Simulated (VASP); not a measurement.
Wanted: the native input for a VASP 6.6.1 run.

```yaml
Task: relaxation of cell and atoms
Functional: PBE
Potentials_or_basis: VASP PAW PBE potentials, release 64 (K_sv, Br)
Cutoff: 600 eV
k_mesh: 6 × 6 × 6
Occupations: gaussian, width 0.02 eV
Spin: no spin polarisation
Dipole_correction: no
Further_INCAR_settings: ALGO = Fast; EDIFF = 1e-06; IBRION = 2; EDIFFG = -0.005; NSW = 100; ISIF = 3
```

The structure of KBr lies in POSCAR:

```
KBr
1.0
    0.0000000000      3.2945409700      3.2945409700
    3.2945409700      0.0000000000      3.2945409700
    3.2945409700      3.2945409700      0.0000000000
K Br
1 1
Direct
    0.0000000000      0.0000000000      0.0000000000
    0.5000000000      0.5000000000      0.5000000000
```

The cell is a database's computed one.

The input as run:

INCAR

```
PREC = Accurate
ENCUT = 600
EDIFF = 1E-6
ISMEAR = 0
SIGMA = 0.02
LREAL = F
LASPH = T
NELM = 100
ALGO = Fast
ISIF = 3
LWAVE = F
LCHARG = F
GGA = PE
IBRION = 2
NSW = 100
EDIFFG = -0.005
```

KPOINTS

```
regular mesh
0
Gamma
  6 6 6
```

Potentials or basis: VASP PAW PBE potentials, release 64 (K_sv, Br).

Run with:

```console
$ cat potpaw_PBE.64/K_sv/POTCAR potpaw_PBE.64/Br/POTCAR > POTCAR
$ mpirun -np 1 vasp_std > vasp.out
```

Results of the run:

- Relaxed volume: 37.79 Å³/atom
- Relaxed cell: a = 4.746 Å, b = 4.746 Å, c = 4.746 Å, α = 60.00°, β = 60.00°, γ = 60.00°
- Space group after relaxing (to 0.05 Å): Fm-3m (No. 225)
- Energy gained by relaxing: 5.1 meV/atom
- Ionic steps: 4
- Pressure after relaxing: 0.0 GPa
- Band gap on the k mesh: 4.30 eV, direct

Wall time 62 s on 1 thread of Intel(R) Xeon(R) Platinum 8559C (Emerald Rapids), with other jobs on the host, peak memory 0.25 GiB.
